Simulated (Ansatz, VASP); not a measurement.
## Two plane-wave programs on Mg3H2

File INCAR:

```
PREC = Accurate
ENCUT = 600
EDIFF = 1E-7
ISMEAR = 0
SIGMA = 0.1
LREAL = False
LASPH = True
NELM = 100
ALGO = Normal
ISIF = 3
LWAVE = False
LCHARG = False
GGA = PE
IBRION = 2
NSW = 100
EDIFFG = -0.01
```

File KPOINTS:

```
Automatic mesh
0
Gamma
  8 8 8
```

Contents of POSCAR:

```
Mg3H2
1.0
    4.3698507757      0.0000000000      0.0000000000
    0.0000000000      4.3698507757      0.0000000000
    0.0000000000      0.0000000000      4.3698507757
Mg H
3 2
Direct
    0.0000000000      0.5000000000      0.5000000000
    0.5000000000      0.0000000000      0.5000000000
    0.5000000000      0.5000000000      0.0000000000
    0.0000000000      0.0000000000      0.0000000000
    0.5000000000      0.5000000000      0.5000000000
```

Input for Ansatz:

```yaml
crystal:
  lattice:
    - [4.3698507757, 0.0, 0.0]
    - [0.0, 4.3698507757, 0.0]
    - [0.0, 0.0, 4.3698507757]
  atoms:
    - { symbol: Mg, position: [0.0, 0.5, 0.5] }
    - { symbol: Mg, position: [0.5, 0.0, 0.5] }
    - { symbol: Mg, position: [0.5, 0.5, 0.0] }
    - { symbol: H, position: [0.0, 0.0, 0.0] }
    - { symbol: H, position: [0.5, 0.5, 0.5] }
basis:
  ecutwfc: 420
kpoints:
  mp_grid: { grid: [8, 8, 8] }
hamiltonian:
  xc: pbe
scf:
  occupations: { method: gaussian, width: 0.1 }
output:
  forces: true
  stress: true
  eigenvalues: true
relax:
  adjacent_minimum: "off"
  f_tol: 0.01
  max_steps: 80
  cell: { stress_tol: 0.05 }
```

Alike in both runs: task relaxation of cell and atoms; functional PBE; k mesh 8 × 8 × 8; occupations gaussian, width 0.1 eV; no spin polarisation.

|  | VASP | Ansatz |
| --- | --- | --- |
| version | VASP 6.6.1 | Ansatz 0.2.0 |
| potentials or method | VASP PAW PBE potentials, release 64 (Mg, H) | scalar-relativistic, plane waves, PAW |
| plane-wave cutoff (eV) | 600 | 420 |
| valence electrons in the cell | 8 | 32 |

```csv
,VASP,Ansatz,Ansatz less VASP
"gap on the k mesh at the Fermi level, each at its own relaxed structure (eV)",none,none,-
relaxed volume (Å³/atom),16.24,16.28,+0.043
relaxed cell length with the largest relative difference (Å),4.330,4.334,+0.0038
energy change over the relaxation (meV/atom),-1,-1,+0.3
```

A gap of «none» marks a metal or a gap that the smearing closes. The two sets of potentials don't hold the same shells in valence.

Caveats: the bands computed are all filled at some k points, so no gap is given.
